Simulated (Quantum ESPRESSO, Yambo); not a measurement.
Planning a run of Yambo 5.3.0 on CdSe (F-43m). The input:

```
optics
bss
bse
em1s
dipoles
rim_cut
RandQpts= 1000000
RandGvec= 1 RL
Chimod= "HARTREE"
BSKmod= "SEX"
BSEmod= "resonant"
BSSmod= "d"
BSENGexx= 30 Ry
BSENGBlk= 4 Ry
% BSEQptR
 1 | 1 |
%
% BSEBands
 20 | 27 |
%
% BEnRange
 0 | 4 | eV
%
% BDmRange
 0.1 | 0.1 | eV
%
BEnSteps= 81
% BLongDir
 1 | 0 | 0 |
%
% BndsRnXs
 1 | 68 |
%
NGsBlkXs= 4 Ry
% LongDrXs
 1 | 1 | 1 |
%
% KfnQP_E
 0.652 | 1.0 | 1.0 |
%
WRbsWF
```

```sh
OMP_NUM_THREADS=1 mpirun -n 8 yambo -F bse12.in -J bse12 -C bse12 > bse12.log
```

The stored states that it reads are on a 6×6×6 mesh. Symmetry: F-43m, No. 216, cubic system. Conventional cell: a = 6.141 Å, b = 6.141 Å, c = 6.141 Å, α = 90.00°, β = 90.00°, γ = 90.00°. Cd has 4 Se at 2.66 Å nearest. Se has 4 Cd at 2.66 Å nearest. Farther neighbours and most contacts between anions are not listed.

Question: How long will it take on 8 MPI ranks of Arm Neoverse V1, shared host, and how much memory?

It took 5.5 min; on shared hardware allow 2.7 min to 11 min. Peak host memory was 5.3 GiB.

The kernel grows as the square of the matrix size, and full diagonalisation as its cube.

[Paths, hosts, dates, memory and timing lines, banners, echoed tables and standing remarks are left out of the program output.]

[Logs are printed without paths, hosts, clocks, repeated set-up lines and the standing remarks that a program may print on its own settings, such as how far it seeks lower states.]

[Runs of the session that timed out or met a known fault of the program may be left out.]

[Hosts, paths, dates, database ids (printed as entryN), source tags and the programs' standing remarks are cut or masked in the printed files.]
